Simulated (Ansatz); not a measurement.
**Li: relaxation of cell and atoms**

Level of theory: DFT, PBE, PAW with Ansatz's default frozen-core files, scalar-relativistic (Ansatz 0.2.0).

Command: `ansatz run input.yaml --threads 1 --pin off --max-ram 2048MiB --backend cpu --events-out ev --progress --plain --runs-dir out` The run took 6.8 s on 1 thread of Intel(R) Xeon(R) Platinum 8488C (Sapphire Rapids), with other jobs on the host.

```yaml
crystal:
  lattice:
    - [2.8601932136, 0.0, 0.0]
    - [-1.4300966068, 2.4769999827, 0.0]
    - [0.0, 0.0, 4.6335130061]
  atoms:
    - { symbol: Li, position: [0.3333333333, 0.6666666667, 0.25] }
    - { symbol: Li, position: [0.6666666667, 0.3333333333, 0.75] }
kpoints:
  mp_grid: { grid: [16, 16, 9] }
scf:
  occupations: { method: fermi_dirac, width: 0.05 }
hamiltonian:
  xc: pbe
  pseudopotentials: { kind: paw }
output:
  forces: true
  stress: true
relax:
  f_tol: 0.005
  max_steps: 80
  cell: {}
```

The cell is built from the hcp type as a first guess.

The cutoff is 420 eV; energies and pressures of the walk include the program's estimate of the Pulay term.

Each frame lists the cell vectors (Å), then Cartesian positions (Å); symmetry keeps all forces zero. Free energies count from the first step, -409.2989 eV.

The walk took 5 evaluations in all; steps that aren't listed are left out.

Step 1: E = 0.0 meV, P = 4.09 GPa

```
cell 2.8602 0.0000 0.0000 -1.4301 2.4770 0.0000 0.0000 0.0000 4.6335
Li    0.0000    1.6513    1.1584
Li    1.4301    0.8257    3.4751
```

Step 2: E = -73.5 meV, P = 1.16 GPa

```
cell 2.9867 0.0000 0.0000 -1.4933 2.5865 0.0000 0.0000 0.0000 4.8594
Li    0.0000    1.7244    1.2148
Li    1.4933    0.8622    3.6445
```

Step 3: E = -83.0 meV, P = 0.21 GPa

```
cell 3.0421 0.0000 0.0000 -1.5210 2.6345 0.0000 0.0000 0.0000 4.9668
Li    0.0000    1.7563    1.2417
Li    1.5210    0.8782    3.7251
```

Problem. How does the relaxation end?

Solution. It converges, with a = 3.054 Å, b = 3.054 Å, c = 4.995 Å, α = 90.00°, β = 90.00°, γ = 120.00° (conventional cell, space group P6_3/mmc). The last solve (on a basis chosen afresh for the final cell, so its energy is not quite comparable) gives E = -83.5 meV, P = 0.02 GPa:
```
cell 3.0544 0.0000 0.0000 -1.5272 2.6452 0.0000 0.0000 0.0000 4.9952
Li    0.0000    1.7635    1.2488
Li    1.5272    0.8817    3.7464
```
